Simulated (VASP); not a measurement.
# MgO (Periclase) (Fm-3m) in VASP: a series of runs

Aim: see how the results for MgO (Periclase) move with the level of theory and the settings. Levels: PBE, PBEsol. Tasks: single point, relaxation of cell and atoms.

Everything below comes from runs of VASP 6.6.1. Logs are shortened: lines on timing, memory, paths and dates and some standing lists are left out, and cuts for length are marked.

**What was measured.**

“Electronic structure of alkaline earth and post-transition metal oxides”, 2009, arxiv:0908.1581 quotes, for a bulk crystal of MgO: band gap 7.83 eV.

The results are compared with them further down.

### 1 Starting point

Symmetry: Fm-3m, No. 225, cubic system. Conventional cell: a = 4.217 Å, b = 4.217 Å, c = 4.217 Å, α = 90.00°, β = 90.00°, γ = 90.00°. Around Mg (site symmetry m-3m) lie 6 O at 2.11 Å. O (site symmetry m-3m) is surrounded by 6 Mg at 2.11 Å.

### 2 Single point, PBE

Input file INCAR:

```
SYSTEM = MgO
  PREC = Accurate
  ENCUT = 520
  EDIFF = 1E-7
  ISMEAR = 0
  SIGMA = 0.03
  LREAL = .FALSE.
  LASPH = .TRUE.
  NELM = 80
  ALGO = Fast
  ISIF = 2
  LWAVE = .FALSE.
  LCHARG = .FALSE.
  GGA = PE
  NBANDS = 11
  KPAR = 4
```

Input file KPOINTS:

```
Automatic mesh
0
G
  8 8 8
  0 0 0
```

Input file POSCAR:

```
MgO
1.0
    0.0000000000      2.1085000000      2.1085000000
    2.1085000000      0.0000000000      2.1085000000
    2.1085000000      2.1085000000      0.0000000000
Mg O
1 1
Direct
    0.0000000000      0.0000000000      0.0000000000
    0.5000000000      0.5000000000      0.5000000000
```

Potentials or basis: VASP PAW PBE potentials, release 64 (Mg, O).

Launch:

```console
> cat potpaw_PBE.64/Mg/POTCAR potpaw_PBE.64/O/POTCAR > POTCAR
> mpirun -np 4 vasp_std > vasp.out
```

OUTCAR:

```text
SYSTEM = MgO
   PREC = Accurate
   ENCUT = 520
   EDIFF = 1E-7
   ISMEAR = 0
   LREAL = .FALSE.
   LASPH = .TRUE.
   NELM = 80
   ISIF = 2
   GGA = PE

 ion  position               nearest neighbor table
   1  0.000  0.000  0.000-   2 2.11   2 2.11   2 2.11   2 2.11   2 2.11   2 2.11
   2  0.500  0.500  0.500-   1 2.11   1 2.11   1 2.11   1 2.11   1 2.11   1 2.11

  LATTYP: Found a face centered cubic cell.
 ALAT       =     4.2170000000

  Lattice vectors:

 A1 = (   0.0000000000,   2.1085000000,   2.1085000000)
 A2 = (   2.1085000000,   0.0000000000,   2.1085000000)
 A3 = (   2.1085000000,   2.1085000000,   0.0000000000)

Analysis of symmetry for initial positions (statically):
=====================================================================
 Subroutine PRICEL returns:
 Original cell was already a primitive cell.

 Routine SETGRP: Setting up the symmetry group for a
 face centered cubic supercell.

 Subroutine GETGRP returns: Found 48 space group operations
 (whereof 48 operations were pure point group operations)
 out of a pool of 48 trial point group operations.

The static configuration has the point symmetry O_h .

Analysis of symmetry for dynamics (positions and initial velocities):
=====================================================================
 Subroutine PRICEL returns:
 Original cell was already a primitive cell.

 Routine SETGRP: Setting up the symmetry group for a
 face centered cubic supercell.

 Subroutine GETGRP returns: Found 48 space group operations
 (whereof 48 operations were pure point group operations)
 out of a pool of 48 trial point group operations.

The dynamic configuration has the point symmetry O_h .

 Subroutine INISYM returns: Found 48 space group operations
 (whereof 48 operations are pure point group operations),
 and found     1 'primitive' translations

----------------------------------------------------------------------------------------

                                     Primitive cell

  volume of cell :      18.7478

  direct lattice vectors                    reciprocal lattice vectors
     0.000000000  2.108500000  2.108500000    -0.237135404  0.237135404  0.237135404
     2.108500000  0.000000000  2.108500000     0.237135404 -0.237135404  0.237135404
     2.108500000  2.108500000  0.000000000     0.237135404  0.237135404 -0.237135404

  length of vectors
     2.981869296  2.981869296  2.981869296     0.410730569  0.410730569  0.410730569

  position of ions in fractional coordinates (direct lattice)
     0.000000000  0.000000000  0.000000000
     0.500000000  0.500000000  0.500000000

  ion indices of the primitive-cell ions
[... 88 lines left out ...]
   EMIN   =  10.00;   EMAX   =-10.00  energy-range for DOS
   EFERMI =   0.00;   METHOD = LEGACY
   ISMEAR =     0;   SIGMA  =   0.03  broadening in eV -4-tet -1-fermi 0-gaus
   EFERMI_NEDOS =   21; number of points for ismear=-14 and -15
   IALGO  =     68    algorithm
   IMIX   =      4    mixing-type and parameters
     AMIX     =   0.40;   BMIX     =  1.00
     AMIX_MAG =   1.60;   BMIX_MAG =  1.00
  volume/ion in A,a.u.               =       9.37        63.26
  Fermi-wavevector in a.u.,A,eV,Ry     =   1.232503  2.329092 20.668107  1.519063
  Thomas-Fermi vector in A             =   2.367270
   LORBIT       =      0    0 simple, 1 ext, 2 COOP (PROOUT), +10 PAW based schemes
   GGA     = PE    functional components
   LHFCALC =     F    Hartree Fock is set to
   AEXX    =    0.0000 exact exchange contribution
   IVDW    =     0    specifies the selected vdW correction
   LEPSILON=     F    determine dielectric tensor
   LRPA    =     F    only Hartree local field effects (RPA)
 non-spin polarized calculation
 RMM-DIIS sequential band-by-band and
 Gauss-broadening in eV      SIGMA  =   0.03
  energy-cutoff  :      520.00
  volume of cell :       18.75
 maximum number of plane-waves:       531
 NGX is ok and might be reduce to    24
   NGX = 11   NGY = 11   NGZ = 11

 number of electron       8.0000005 magnetization

 Free energy of the ion-electron system (eV)
  ---------------------------------------------------
  ext. energy  EPLUGINS =         0.00000000
  ---------------------------------------------------
  free energy    TOTEN  =       -11.90710884 eV

  energy without entropy =      -11.90710884  energy(sigma->0) =      -11.90710884

 E-fermi :   3.3331     XC(G=0): -11.0620

 val. band max:        3.1607144631   @ k =   0.0000   0.0000   0.0000
 cond. band min:       7.8529628077   @ k =   0.0000   0.0000   0.0000
 fundamental gap:      4.6922483446
 Fermi energy:         3.3330852546

 k-point     1 :       0.0000    0.0000    0.0000
  band No.  band energies     occupation
      1     -14.0848      2.00000
      2       3.1607      2.00000
      3       3.1607      2.00000
      4       3.1607      2.00000
      5       7.8530      0.00000
      6      18.9405      0.00000
      7      18.9405      0.00000
      8      18.9405      0.00000
      9      22.8479      0.00000
     10      24.6182      0.00000
     11      24.6182      0.00000
[... 309 lines left out ...]
 k-point    24 :      -0.3750    0.2500    0.1250
  band No.  band energies     occupation
      1     -12.6595      2.00000
      2      -0.8252      2.00000
      3       1.2345      2.00000
      4       2.1791      2.00000
      5      12.8080      0.00000
      6      15.3265      0.00000
      7      16.6136      0.00000
      8      20.0157      0.00000
      9      23.6454      0.00000
     10      25.1924      0.00000
     11      29.2651      0.00000

 [... further k-points ...]

------------------------ aborting loop because EDIFF is reached ----------------------------------------

  FORCE on cell =-STRESS in cart. coord.  units (eV):
  Direction    XX          YY          ZZ          XY          YZ          ZX
  --------------------------------------------------------------------------------------
  -------------------------------------------------------------------------------------
  Total        0.3941015      0.3941015      0.3941015      0.0000000     -0.0000000     -0.0000000
  in kB       33.6796746     33.6796746     33.6796746      0.0000000     -0.0000000     -0.0000000
  external PRESSURE =      33.6796746 kB  Pullay stress =       0.0000000 kB

 VOLUME and BASIS-vectors are now :
 -----------------------------------------------------------------------------
  energy-cutoff  :      520.00
  volume of cell :       18.75
      direct lattice vectors                 reciprocal lattice vectors
     0.000000000  2.108500000  2.108500000    -0.237135404  0.237135404  0.237135404
     2.108500000  0.000000000  2.108500000     0.237135404 -0.237135404  0.237135404
     2.108500000  2.108500000  0.000000000     0.237135404  0.237135404 -0.237135404

 POSITION                                       TOTAL-FORCE (eV/Angst)
 -----------------------------------------------------------------------------------
      0.00000      0.00000      0.00000        -0.000000     -0.000000      0.000000
      2.10850      2.10850      2.10850         0.000000      0.000000     -0.000000
 -----------------------------------------------------------------------------------
    total drift:                               -0.000000     -0.000000      0.000000

  FREE ENERGIE OF THE ION-ELECTRON SYSTEM (eV)
  ---------------------------------------------------
  free  energy   TOTEN  =       -11.9071088419 eV

  energy  without entropy=      -11.9071088419  energy(sigma->0) =      -11.90710884
```

OSZICAR:

```text
N       E                     dE             d eps       ncg     rms          rms(c)
DAV:   1     0.146947609333E+02    0.14695E+02   -0.46664E+03   710   0.649E+02
DAV:   2    -0.128658210014E+02   -0.27561E+02   -0.27151E+02   745   0.141E+02
DAV:   3    -0.134654320694E+02   -0.59961E+00   -0.59883E+00   766   0.174E+01
DAV:   4    -0.134668859027E+02   -0.14538E-02   -0.14538E-02   695   0.983E-01
DAV:   5    -0.134668904400E+02   -0.45374E-05   -0.45374E-05   734   0.542E-02    0.722E+00
RMM:   6    -0.119218516927E+02    0.15450E+01   -0.23776E+00   641   0.104E+01    0.210E+00
RMM:   7    -0.119138532587E+02    0.79984E-02   -0.40697E-02   696   0.157E+00    0.142E+00
RMM:   8    -0.119112128437E+02    0.26404E-02   -0.35669E-02   653   0.207E+00    0.449E-01
RMM:   9    -0.119078058906E+02    0.34070E-02   -0.20151E-03   705   0.348E-01    0.237E-01
RMM:  10    -0.119070893235E+02    0.71657E-03   -0.14876E-03   727   0.272E-01    0.526E-02
RMM:  11    -0.119071393489E+02   -0.50025E-04   -0.41438E-04   703   0.151E-01    0.415E-02
RMM:  12    -0.119071177846E+02    0.21564E-04   -0.15215E-05   714   0.298E-02    0.233E-02
RMM:  13    -0.119071098363E+02    0.79483E-05   -0.29322E-05   692   0.389E-02    0.543E-03
RMM:  14    -0.119071089134E+02    0.92293E-06   -0.87190E-07   714   0.669E-03    0.220E-03
RMM:  15    -0.119071088419E+02    0.71432E-07   -0.26054E-07   580   0.353E-03
   1 F= -.11907109E+02 E0= -.11907109E+02  d E =-.456023E-18
```

stdout:

```text
POSCAR found type information on POSCAR MgO
 POSCAR found :  2 types and       2 ions
 scaLAPACK will be used
 LDA part: xc-table for (Slater+PW92), standard interpolation
 POSCAR, INCAR and KPOINTS ok, starting setup
 FFT: planning ... GRIDC
 FFT: planning ... GRID_SOFT
 FFT: planning ... GRID
 WAVECAR not read
 entering main loop
```

Run time: 2.7 s. Hardware: 4 MPI ranks of AMD EPYC 9R45 (Zen 5), shared host; peak memory 0.11 GiB.

What came out:

| Item | Value |
| --- | --- |
| Free energy | -11.9071 eV |
| Pressure | 3.4 GPa |
| Band gap on the k mesh | 4.69 eV, direct |

### 3 Relaxation of cell and atoms, PBEsol

Input file INCAR:

```
PREC = Accurate ; ENCUT = 600
EDIFF = 1E-6 ; ISMEAR = 0
SIGMA = 0.03 ; LREAL = False
LASPH = True ; NELM = 80
ALGO = Normal ; ISIF = 3
LWAVE = False ; LCHARG = False
GGA = PS ; IBRION = 2
NSW = 90 ; EDIFFG = -0.01
KPAR = 8
```

Input file KPOINTS:

```
regular mesh
0
Gamma
  12 12 12
```

POSCAR is that of step 2.

Potentials or basis: VASP PAW PBE potentials, release 64 (Mg, O).

Launch:

```console
> cat potpaw_PBE.64/Mg/POTCAR potpaw_PBE.64/O/POTCAR > POTCAR
> mpirun -np 8 vasp_std > vasp.out
```

OUTCAR:

```text
PREC = Accurate
   ENCUT = 600
   EDIFF = 1E-6
   ISMEAR = 0
   LREAL = False
   LASPH = True
   NELM = 80
   ISIF = 3
   GGA = PS
   IBRION = 2
   NSW = 90
   EDIFFG = -0.01

 ion  position               nearest neighbor table
   1  0.000  0.000  0.000-   2 2.11   2 2.11   2 2.11   2 2.11   2 2.11   2 2.11
   2  0.500  0.500  0.500-   1 2.11   1 2.11   1 2.11   1 2.11   1 2.11   1 2.11

  LATTYP: Found a face centered cubic cell.
 ALAT       =     4.2170000000

  Lattice vectors:

 A1 = (   0.0000000000,   2.1085000000,   2.1085000000)
 A2 = (   2.1085000000,   0.0000000000,   2.1085000000)
 A3 = (   2.1085000000,   2.1085000000,   0.0000000000)

Analysis of symmetry for initial positions (statically):
=====================================================================
 Subroutine PRICEL returns:
[... 260 lines left out ...]
 fundamental gap:      4.6647804111
 Fermi energy:         3.2760032706

 k-point     1 :       0.0000    0.0000    0.0000
  band No.  band energies     occupation
      1     -14.1327      2.00000
      2       3.0879      2.00000
      3       3.0879      2.00000
      4       3.0879      2.00000
      5       7.7527      0.00000
      6      18.7389      0.00000
      7      18.7389      0.00000
      8      18.7389      0.00000
[... 243 lines left out ...]
 k-point    24 :      -0.4167    0.1667    0.0000
  band No.  band energies     occupation
      1     -12.7227      2.00000
      2      -1.1973      2.00000
      3       1.4766      2.00000
      4       2.2910      2.00000
      5      12.0183      0.00000
      6      15.3619      0.00000
      7      17.1948      0.00000
      8      19.9381      0.00000

 [... further k-points ...]

------------------------ aborting loop because EDIFF is reached ----------------------------------------

  FORCE on cell =-STRESS in cart. coord.  units (eV):
  Direction    XX          YY          ZZ          XY          YZ          ZX
  --------------------------------------------------------------------------------------
  -------------------------------------------------------------------------------------
  Total        0.0001409      0.0001409      0.0001409      0.0000000      0.0000000      0.0000000
  in kB        0.0121192      0.0121192      0.0121192      0.0000000      0.0000000      0.0000000
  external PRESSURE =       0.0121192 kB  Pullay stress =       0.0000000 kB
[... 17 lines left out ...]
  FREE ENERGIE OF THE ION-ELECTRON SYSTEM (eV)
  ---------------------------------------------------
  free  energy   TOTEN  =       -12.5156831780 eV

  energy  without entropy=      -12.5156831780  energy(sigma->0) =      -12.51568318

 reached required accuracy - stopping structural energy minimisation
```

OSZICAR:

```text
N       E                     dE             d eps       ncg     rms          rms(c)
DAV:   1     0.181842985528E+02    0.18184E+02   -0.51625E+03  1328   0.100E+03
DAV:   2    -0.133965749962E+02   -0.31581E+02   -0.29389E+02  1360   0.152E+02
DAV:   3    -0.138979941182E+02   -0.50142E+00   -0.50142E+00  1544   0.224E+01
DAV:   4    -0.138986322467E+02   -0.63813E-03   -0.63813E-03  1584   0.777E-01
[... 16 lines left out ...]
DAV:   1    -0.125159797574E+02   -0.34665E-03   -0.63868E-03  1152   0.822E-01    0.130E-01
DAV:   2    -0.125156866791E+02    0.29308E-03   -0.21113E-03  1152   0.341E-01    0.125E-02
DAV:   3    -0.125156852263E+02    0.14528E-05   -0.17544E-05  1264   0.519E-02    0.775E-03
DAV:   4    -0.125156833595E+02    0.18668E-05   -0.15307E-06   616   0.132E-02    0.168E-03
DAV:   5    -0.125156831780E+02    0.18145E-06   -0.17683E-07   608   0.351E-03
   3 F= -.12515683E+02 E0= -.12515683E+02  d E =-.397078E-03
```

CONTCAR:

```text
MgO
   1.00000000000000
     0.0000000000000000    2.1039232588981926    2.1039232588981926
     2.1039232588981926   -0.0000000000000000    2.1039232588981926
     2.1039232588981926    2.1039232588981926   -0.0000000000000000
  Mg              O
     1     1
Direct
     0.0000000000000000    0.0000000000000000    0.0000000000000000
     0.5000000000000000    0.5000000000000000    0.5000000000000000

  0.00000000E+00  0.00000000E+00  0.00000000E+00
  0.00000000E+00  0.00000000E+00  0.00000000E+00
```

It took 7 s on 8 MPI ranks of Intel Xeon Platinum 8488C (Sapphire Rapids), shared host; peak memory 0.15 GiB.

What came out:

| Quantity | Value |
| --- | --- |
| Free energy | -12.5157 eV |
| Relaxed volume | 9.31 Å³/atom |
| Relaxed cell | a = 2.975 Å, b = 2.975 Å, c = 2.975 Å, α = 60.00°, β = 60.00°, γ = 60.00° |
| Space group after relaxing (to 0.05 Å) | Fm-3m (No. 225) |
| Energy gained by relaxing | 0.2 meV/atom |
| Ionic steps | 3 |
| Pressure after relaxing | 0.0 GPa |
| Band gap on the k mesh | 4.66 eV, direct |

The path:
| step | energy change (eV) | largest force (eV/Å) | pressure (GPa) | volume (Å³) |
| --- | --- | --- | --- | --- |
| 1 | 0.0000 | 0.0000 | -1.04 | 18.75 |
| 2 | -0.0003 | 0.0000 | 0.38 | 18.58 |
| 3 | -0.0004 | 0.0000 | 0.00 | 18.63 |

Final structure:
```
Mg O
1.0
     0.00000    2.10392    2.10392
     2.10392    0.00000    2.10392
     2.10392    2.10392    0.00000
Mg O
1 1
Direct
  0.00000 0.00000 0.00000
  0.50000 0.50000 0.50000
```

Levels at points of the mesh, in eV from the valence-band top:
```csv
k point,band 2,band 3,band 4,band 5,band 6,band 7
"(0.00, 0.00, 0.00)",0.00,0.00,0.00,4.66,15.65,15.65
"(0.50, 0.00, 0.00)",-4.69,-0.67,-0.67,7.77,12.54,16.21
"(0.50, 0.50, 0.00)",-4.16,-1.37,-1.37,8.93,9.91,13.00
```

Caveat: the PAW data sets were made with another functional, which shifts forces and pressure a little. A k mesh can miss the band edges.

### 4 Relaxation of cell and atoms, PBEsol

This run uses another cell than the first one, of 9.31 Å³/atom, 0.994 times its volume.

Input file INCAR:

```
PREC = Accurate ; ENCUT = 600
EDIFF = 1E-7 ; ISMEAR = 0
SIGMA = 0.03 ; LREAL = False
LASPH = True ; NELM = 80
ALGO = Normal ; ISIF = 3
LWAVE = False ; LCHARG = False
GGA = PS ; IBRION = 2
NSW = 90 ; EDIFFG = -0.005
KPAR = 8
```

KPOINTS is that of step 3.

Input file POSCAR:

```
MgO                                     
1.0
    0.0000000000      2.1039232589      2.1039232589
    2.1039232589     -0.0000000000      2.1039232589
    2.1039232589      2.1039232589     -0.0000000000
  Mg              O             
     1     1
Direct
     0.0000000000000000    0.0000000000000000    0.0000000000000000
     0.5000000000000000    0.5000000000000000    0.5000000000000000
```

Launch:

```console
> cat potpaw_PBE.64/Mg/POTCAR potpaw_PBE.64/O/POTCAR > POTCAR
> mpirun -np 8 vasp_std > vasp.out
```

Wall time 3.8 s (8 MPI ranks of Intel Xeon Platinum 8488C (Sapphire Rapids), shared host); peak memory 0.14 GiB.

The run converged. Its results:

* Free energy: -12.5154 eV
* Pressure after relaxing: 0.0 GPa
* Band gap on the k mesh: 4.66 eV, direct

Final structure:
```
CELL_PARAMETERS angstrom
0.00000 2.10392 2.10392
2.10392 0.00000 2.10392
2.10392 2.10392 0.00000
ATOMIC_POSITIONS crystal
Mg 0.00000 0.00000 0.00000
O 0.50000 0.50000 0.50000
```

Levels at points of the mesh, in eV from the valence-band top:
| k point | band 1 | band 2 | band 3 | band 4 | band 5 | band 6 | band 7 | band 8 |
| --- | --- | --- | --- | --- | --- | --- | --- | --- |
| (0.00, 0.00, 0.00) | -17.22 | 0.00 | 0.00 | 0.00 | 4.66 | 15.65 | 15.65 | 15.65 |
| (0.50, 0.00, 0.00) | -15.90 | -4.69 | -0.67 | -0.67 | 7.77 | 12.54 | 16.21 | 16.21 |
| (0.50, 0.50, 0.00) | -15.63 | -4.16 | -1.37 | -1.37 | 8.93 | 9.91 | 13.00 | 18.89 |

Caveat: the relaxation stopped at its first step, so nothing moved; the PAW data sets were made with another functional, which shifts forces and pressure a little. Expect the measured gap to be larger: semilocal functionals such as PBEsol lack the derivative discontinuity.

### 5 How close it comes

Step 2. Against the measured gap of MgO, 7.83 eV (quoted in “Electronic structure of alkaline earth and post-transition metal oxides”, 2009, arxiv:0908.1581), the calculated 4.69 eV is off by -3.14 eV. The value is that of PBE, without temperature or zero-point motion. Semilocal functionals fall short of measured gaps as a rule.
